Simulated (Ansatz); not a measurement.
Input of an Ansatz 0.2.0 run:

The input input.yaml:

```yaml
crystal:
  lattice:
    - [0.0, 2.22, 2.22]
    - [2.22, 0.0, 2.22]
    - [2.22, 2.22, 0.0]
  atoms:
    - { symbol: Hf, position: [0.0, 0.0, 0.0] }
hamiltonian:
  xc: pbe
  pseudopotentials: { kind: paw }
kpoints:
  mp_grid: { grid: [7, 7, 7] }
scf:
  occupations: { method: fermi_dirac, width: 0.05 }
output:
  forces: true
  stress: true
elastic:
  mode: relaxed_ion
  stencil: two_point
```

Potentials or basis: Ansatz PAW.

The run is started by

```sh
$ ansatz run input.yaml --threads 2 --pin off --max-ram 5632MiB --backend cpu --events-out ev --progress --plain --runs-dir out
```

(1) Estimate the elastic constants C11, C12, C44.

(2) What does it give for the Voigt bulk modulus?

(3) Estimate the band gap on the k mesh.

(4) Predict the pressure.

Answers

(1) 120, 116, 76 GPa.

(2) 117 GPa.

(3) none (metal or under the smearing width).

(4) 3.5 GPa.

Caveat: the cell is more than 3 GPa from zero pressure, which shifts response properties; elastic constants of metals need much finer meshes, so these are rough.
